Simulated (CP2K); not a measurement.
## TiO2 under changes of volume

One of the cells (18.074 Å³/atom); the others are scaled copies at fixed shape and fractional positions:

```
Ti O
1.0
     7.19245    0.00000    0.00000
     6.56902    2.92905    0.00000
     6.56902    1.39818    2.57380
Ti O
1 2
Direct
  0.00000 0.00000 0.00000
  0.37953 0.37953 0.37953
  0.62047 0.62047 0.62047
```

Measurements of this composition are mostly on another form, of space group No. 141.

* Program: CP2K 2026.2
* Functional: PBE
* Potentials or basis: POTENTIAL_UZH Ti GTH-PBE-q12, O GTH-PBE-q6; TZVP-MOLOPT-PBE-GTH basis
* Density cutoff: 8163 eV
* k mesh: 10 × 10 × 10
* Occupations: fermi-dirac, width 0.05 eV
* Spin: no spin polarisation

```csv
volume (Å³/atom),energy over the lowest point (meV/atom),pressure (GPa),gap on the mesh (eV),largest force (eV/Å)
16.990,26.02,8.5,2.84,0.938
17.351,10.56,5.2,2.78,0.587
17.713,2.12,2.3,2.71,0.263
18.074,0.00,-0.4,2.65,0.036
18.436,?,?,?,?
18.797,12.22,-4.9,2.52,0.568
19.159,26.12,-6.8,2.46,0.798
```

What does the run at 18.436 Å³/atom give?

Energy over the lowest point 3.56 meV/atom; pressure -2.7 GPa; gap on the mesh 2.58 eV; largest force 0.313 eV/Å.

Worked out: A Birch-Murnaghan fit of order 3 (a polynomial in V^(-2/3)) to the other rows has its minimum at 18.03 Å³/atom with B0 = V·E''(V) = 129 GPa and B' = 3.3 at fixed shape and positions, which overstates the stiffness. It gives 3.47 meV/atom at 18.436 Å³/atom, against the run's 3.56, and -dE/dV = -2.8 GPa, against -2.7. A straight line through the other rows of the gap, of slope -3.19 eV per unit of ln V, gives 2.58 eV, against the run's 2.58.

Energies are extrapolated to zero smearing.

Caveats: the basis of atomic orbitals isn't converged, which shifts pressures, moduli and gaps.

A mesh can miss the band edges.
